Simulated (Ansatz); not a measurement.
# ZrB2: response to strain

ZrB2 is deformed so: zz strain of +3 %. What stress and forces result, by LAPW, PAW and all-electron datasets made for the crystal?

Method: DFT PBE, scalar-relativistic, in Ansatz 0.2.0.

## 1. The starting structure

The structure is hexagonal, space group P6/mmm (No. 191). The conventional cell has a = 3.165 Å, b = 3.165 Å, c = 3.520 Å, α = 90.00°, β = 90.00°, γ = 120.00°. Zr (site symmetry 6/mmm) is surrounded by 12 B at 2.54 Å. Around B (site symmetry -6m2) lie 3 B at 1.83 Å and 6 Zr at 2.54 Å.

Structure file:

```
Zr B
1.0
     3.16500    0.00000    0.00000
    -1.58250    2.74097    0.00000
     0.00000    0.00000    3.52000
Zr B
1 2
Direct
  0.00000 0.00000 0.00000
  0.33333 0.66667 0.50000
  0.66667 0.33333 0.50000
```

Atoms are numbered in the order of the input: Zr1, B2, B3.

## 2. After the deformation

Space group P6/mmm before, P6/mmm after.

## 3. Full-potential LAPW

The input, input.yaml:

```yaml
crystal:
  lattice:
    - [3.1649998255, 0.0, 0.0]
    - [-1.5824999128, 2.7409702519, 0.0]
    - [0.0, 0.0, 3.6256]
  atoms:
    - { symbol: Zr, position: [0.0, 0.0, 0.0] }
    - { symbol: B, position: [0.3333333333, 0.6666666667, 0.5] }
    - { symbol: B, position: [0.6666666667, 0.3333333333, 0.5] }
kpoints:
  mp_grid: { grid: [12, 12, 9] }
  band_path:
    path:
      - [0.0, 0.0, 0.0]
      - [0.5, 0.0, 0.0]
      - [0.3333333333, 0.3333333333, 0.0]
      - [0.0, 0.0, 0.0]
      - [0.0, 0.0, 0.5]
      - [0.5, 0.0, 0.5]
      - [0.3333333333, 0.3333333333, 0.5]
      - [0.0, 0.0, 0.5]
      - [0.5, 0.0, 0.5]
    npoints: 5
scf:
  occupations: { method: fermi_dirac, width: 0.05 }
hamiltonian:
  xc: pbe
  pseudopotentials: { kind: all_electron, lapw: { basis_error: 0.001 } }
output:
  forces: true
  stress: true
  eigenvalues: true
```

The run is started by

```
$ ansatz run input.yaml --threads 1 --pin off --max-ram 6144MiB --backend cpu --events-out ev --progress --plain --runs-dir out
```

## 4. Frozen-core PAW

The input, input.yaml:

```yaml
crystal:
  lattice:
    - [3.1649998255, 0.0, 0.0]
    - [-1.5824999128, 2.7409702519, 0.0]
    - [0.0, 0.0, 3.6256]
  atoms:
    - { symbol: Zr, position: [0.0, 0.0, 0.0] }
    - { symbol: B, position: [0.3333333333, 0.6666666667, 0.5] }
    - { symbol: B, position: [0.6666666667, 0.3333333333, 0.5] }
kpoints:
  mp_grid: { grid: [12, 12, 9] }
scf:
  occupations: { method: fermi_dirac, width: 0.05 }
hamiltonian:
  xc: pbe
  pseudopotentials: { kind: paw }
output:
  forces: true
  stress: true
  eigenvalues: true
  efg: { contact_densities: true }
  write_density: true
  write_potential: true
  elf: true
  volumetric_format: npy
```

## 5. Datasets made for this crystal

Edit input.yaml of step 4 so:

```diff
@@ -15,3 +15,3 @@
   xc: pbe
-  pseudopotentials: { kind: paw }
+  pseudopotentials: { kind: all_electron, datasets: crystal }
 output:
@@ -21,5 +21 @@
   efg: { contact_densities: true }
-  write_density: true
-  write_potential: true
-  elf: true
-  volumetric_format: npy
```

(Steps that only read results are left out.)

What does the calculation give? Wanted: pressure; largest shear or deviatoric stress.

The runs gave:

| quantity | value |
| --- | --- |
| pressure | LAPW -4.01, PAW -4.04, crystal datasets -4.01 GPa |
| largest shear or deviatoric stress (LAPW) | 5.19 GPa |

The largest part of the stress beyond the pressure is 5.19 GPa in size, in the zz component; the atoms are carried along and not relaxed. No run of the undeformed cell stands beside it, so the pressure holds what the given cell had before the change. PAW: stress within 0.07 GPa of LAPW. Crystal datasets: stress within 0.01 GPa of LAPW.
